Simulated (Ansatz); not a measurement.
# PbS: response to strain

PbS is deformed so: equal xx and yy strain of -2 %. What stress and forces result, by LAPW, PAW and all-electron datasets made for the crystal?

Computed with Ansatz 0.2.0 (DFT PBE, scalar-relativistic, unless a step's input says otherwise).

## 1. The starting structure

It takes space group Fm-3m (No. 225, cubic). The conventional cell has a = 5.930 Å, b = 5.930 Å, c = 5.930 Å, α = 90.00°, β = 90.00°, γ = 90.00°. Pb (site symmetry m-3m) has 6 S at 2.96 Å as nearest neighbours. S (site symmetry m-3m) has 6 Pb at 2.96 Å as nearest neighbours.

As a file:

```
CELL_PARAMETERS angstrom
0.00000 2.96500 2.96500
2.96500 0.00000 2.96500
2.96500 2.96500 0.00000
ATOMIC_POSITIONS crystal
Pb 0.00000 0.00000 0.00000
S 0.50000 0.50000 0.50000
```

Atoms are numbered in the order of the input: Pb1, S2.

## 2. After the deformation

Space group Fm-3m before, I4/mmm after.

## 3. Full-potential LAPW

File input.yaml:

```yaml
crystal:
  lattice:
    - [0.0, 2.9057, 2.965]
    - [2.9057, 0.0, 2.965]
    - [2.9057, 2.9057, 0.0]
  atoms:
    - { symbol: Pb, position: [0.0, 0.0, 0.0] }
    - { symbol: S, position: [0.5, 0.5, 0.5] }
kpoints:
  mp_grid: { grid: [8, 8, 8] }
  band_path:
    path:
      - [0.0, 0.0, 0.0]
      - [0.0, 0.5, 0.5]
      - [0.25, 0.75, 0.5]
      - [0.0, 0.5, 0.0]
      - [0.0, 0.0, 0.0]
      - [0.5, 0.5, 0.0]
      - [0.37005, 0.62995, 0.0]
      - [-0.37005, 0.37005, 0.0]
      - [0.0, 0.0, 0.0]
    npoints: 5
scf:
  occupations: { method: fermi_dirac, width: 0.01 }
hamiltonian:
  xc: pbe
  pseudopotentials: { kind: all_electron, lapw: { basis_error: 0.0005 } }
output:
  forces: true
  stress: true
  eigenvalues: true
```

Launch:

```console
$ ansatz run input.yaml --threads 1 --pin off --max-ram 3072MiB --backend cpu --events-out ev --progress --plain --runs-dir out
```

## 4. PAW on the default files

File input.yaml:

```yaml
crystal:
  lattice:
    - [0.0, 2.9057, 2.965]
    - [2.9057, 0.0, 2.965]
    - [2.9057, 2.9057, 0.0]
  atoms:
    - { symbol: Pb, position: [0.0, 0.0, 0.0] }
    - { symbol: S, position: [0.5, 0.5, 0.5] }
kpoints:
  mp_grid: { grid: [8, 8, 8] }
scf:
  occupations: { method: fermi_dirac, width: 0.01 }
hamiltonian:
  xc: pbe
  pseudopotentials: { kind: paw }
output:
  forces: true
  stress: true
  eigenvalues: true
  efg: { contact_densities: true }
```

## 5. All-electron PAW on datasets made for the crystal

Edit input.yaml of step 4 so:

```diff
@@ -14,3 +14,3 @@
   xc: pbe
-  pseudopotentials: { kind: paw }
+  pseudopotentials: { kind: all_electron, datasets: crystal }
 output:
```

(Steps that only read results are left out.)

**Question.** What will these runs give? Wanted: pressure; largest shear or deviatoric stress.

As calculated:

```
                                 quantity                                           value
                                 pressure  LAPW 5.10, PAW 5.09, crystal datasets 5.10 GPa
largest shear or deviatoric stress (LAPW)                                        2.05 GPa
```

**Reading.** The largest part of the stress beyond the pressure is 2.05 GPa in size, in the zz component; the atoms are carried along and not relaxed. No run of the undeformed cell stands beside it, so the pressure holds what the given cell had before the change. PAW: stress within 0.01 GPa of LAPW. Crystal datasets: stress within 0.01 GPa of LAPW. Spin-orbit coupling is left out, though the cell holds Pb; in elements this heavy it can shift bands and gaps by tenths of an eV.
